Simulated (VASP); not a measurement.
Input of a VASP 6.6.1 run:

File INCAR:

```
SYSTEM = Nb
PREC = Accurate
ENCUT = 600
EDIFF = 1E-6
ISMEAR = 1
SIGMA = 0.1
LREAL = .False.
LASPH = .True.
NELM = 80
ALGO = Normal
ISIF = 3
LWAVE = .False.
LCHARG = .False.
GGA = PE
IBRION = 2
NSW = 90
EDIFFG = -0.01
KPAR = 2
```

File KPOINTS:

```
Automatic mesh
0
Gamma
  16 16 16
  0 0 0
```

File POSCAR:

```
Nb
1.0
   -1.6639500000      1.6639500000      1.6639500000
    1.6639500000     -1.6639500000      1.6639500000
    1.6639500000      1.6639500000     -1.6639500000
Nb
1
Direct
    0.0000000000      0.0000000000      0.0000000000
```

Potentials or basis: VASP PAW PBE potentials, release 64 (Nb_sv).

Command:

```sh
$ cat potpaw_PBE.64/Nb_sv/POTCAR > POTCAR
$ mpirun -np 2 vasp_std > vasp.out
```

Q: Estimate the space group after relaxing (to 0.05 Å).

A: Im-3m (No. 229).

Q: Predict the band gap on the k mesh.

A: None (metal or under the smearing width).

Final structure:
```cif
data_structure
_symmetry_space_group_name_H-M 'P 1'
_symmetry_Int_Tables_number 1
_cell_length_a 2.8636
_cell_length_b 2.8636
_cell_length_c 2.8636
_cell_angle_alpha 109.471
_cell_angle_beta 109.471
_cell_angle_gamma 109.471
_cell_volume 18.08
loop_
_atom_site_label
_atom_site_type_symbol
_atom_site_fract_x
_atom_site_fract_y
_atom_site_fract_z
_atom_site_occupancy
Nb1 Nb 0.00000 0.00000 0.00000 1
```
